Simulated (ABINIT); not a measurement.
The system is Pd.

```
CELL_PARAMETERS angstrom
0.00000 1.94650 1.94650
1.94650 0.00000 1.94650
1.94650 1.94650 0.00000
ATOMIC_POSITIONS crystal
Pd 0.00000 0.00000 0.00000
```

Program: ABINIT 10.8.3 (patched build). Alike in all runs: no spin polarisation; cell as given; smearing fermi-dirac 0.05 eV.

Order these runs on this cell by their pressure, lowest first.
A. level r2SCAN; potentials or basis JTH PAW PBE v2.0; k mesh 10 × 10 × 10; cutoff (eV) 762; fine-grid cutoff 1360.57 eV; mesh quality not flagged
B. level revPBE; potentials or basis PseudoDojo NC SR PBE v0.4.1 standard; k mesh 12 × 12 × 12; cutoff (eV) 1116; mesh quality not flagged
C. level BLYP; potentials or basis PseudoDojo NC SR PBE v0.4.1 standard; k mesh 12 × 12 × 12; cutoff (eV) 1116; mesh quality not flagged
D. level LDA-PZ; potentials or basis PseudoDojo NC SR LDA v0.4.1 standard; k mesh 12 × 12 × 12; cutoff (eV) 1116; mesh quality not flagged
E. level PBE; potentials or basis JTH PAW PBE v2.0; k mesh 7 × 7 × 7; cutoff (eV) 626; fine-grid cutoff 1224.51 eV; mesh quality coarse

D (-8.7 GPa), A (3.4 GPa), E (7.6 GPa), B (10.2 GPa), C (18.1 GPa).

Caveats: some runs use coarse meshes; the potentials were made for another functional, which shifts forces and pressure (some runs); the PAW data sets were made with another functional, which shifts forces and pressure a little (some runs); so large a pressure means that the cell lies far from this level's equilibrium, or that cutoff or potentials fall short (some runs).
